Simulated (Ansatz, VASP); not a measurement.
Mg3I2 in VASP and in Ansatz

File INCAR:

```
PREC     = Accurate       # precision mode
ENCUT    = 520            # plane-wave cutoff, eV
EDIFF    = 1E-7           # SCF threshold, eV
ISMEAR   = 0              # smearing method
SIGMA    = 0.1            # smearing width, eV
LREAL    = F              # projectors in reciprocal space
LASPH    = T              # aspherical terms in the spheres
NELM     = 100            # most SCF steps
ALGO     = Normal         # electronic algorithm
ISIF     = 2              # what is computed and relaxed
LWAVE    = F              # write WAVECAR
LCHARG   = F              # write CHGCAR
GGA      = PE             # functional
NBANDS   = 31             # bands
```

The input KPOINTS:

```
Automatic mesh
0
Gamma
  3 3 3
```

POSCAR

```
Mg3I2
1.0
    3.5705571732      2.0614621451      6.4989502480
   -3.5705571732      2.0614621451      6.4989502480
    0.0000000000     -4.1229242903      6.4989502480
Mg I
6 4
Direct
    0.0562500000      0.4437500000      0.7500000000
    0.7500000000      0.0562500000      0.4437500000
    0.4437500000      0.7500000000      0.0562500000
    0.9437500000      0.5562500000      0.2500000000
    0.2500000000      0.9437500000      0.5562500000
    0.5562500000      0.2500000000      0.9437500000
    0.8521800000      0.8521800000      0.8521800000
    0.6478200000      0.6478200000      0.6478200000
    0.1478200000      0.1478200000      0.1478200000
    0.3521800000      0.3521800000      0.3521800000
```

Input for Ansatz:

```yaml
crystal:
  lattice:
    - [3.5705571732, 2.0614621451, 6.498950248]
    - [-3.5705571732, 2.0614621451, 6.498950248]
    - [0.0, -4.1229242903, 6.498950248]
  atoms:
    - { symbol: Mg, position: [0.05625, 0.44375, 0.75] }
    - { symbol: Mg, position: [0.75, 0.05625, 0.44375] }
    - { symbol: Mg, position: [0.44375, 0.75, 0.05625] }
    - { symbol: Mg, position: [0.94375, 0.55625, 0.25] }
    - { symbol: Mg, position: [0.25, 0.94375, 0.55625] }
    - { symbol: Mg, position: [0.55625, 0.25, 0.94375] }
    - { symbol: I, position: [0.85218, 0.85218, 0.85218] }
    - { symbol: I, position: [0.64782, 0.64782, 0.64782] }
    - { symbol: I, position: [0.14782, 0.14782, 0.14782] }
    - { symbol: I, position: [0.35218, 0.35218, 0.35218] }
basis:
  ecutwfc: 420
kpoints:
  mp_grid: { grid: [3, 3, 3] }
hamiltonian:
  xc: pbe
scf:
  occupations: { method: gaussian, width: 0.1 }
  lower_state_search: "off"
output:
  forces: true
  stress: true
  eigenvalues: true
```

Alike in both runs: task single point; functional PBE; k mesh 3 × 3 × 3; occupations gaussian, width 0.1 eV; no spin polarisation.

```csv
,VASP,Ansatz
version,VASP 6.6.1,Ansatz 0.2.0
potentials or method,"VASP PAW PBE potentials, release 64 (Mg, I)","scalar-relativistic, plane waves, PAW"
plane-wave cutoff (eV),520,420
valence electrons in the cell,40,128
```

```tsv
	VASP	Ansatz	Ansatz less VASP
gap on the k mesh at the Fermi level (eV)	none	none	-
pressure (GPa)	7.8	7.9	+0.08
largest component of the traceless stress (GPa)	0.10	0.10	+0.001
rms of the force components (eV/Å)	0.074	0.073	-0.0014
```

Atom by atom the forces differ by 0.002 eV/Å (rms over components). A gap of «none» marks a metal or a gap that the smearing closes. The two sets of potentials don't hold the same shells in valence.

Spin-orbit coupling is left out, which matters for the levels of I.
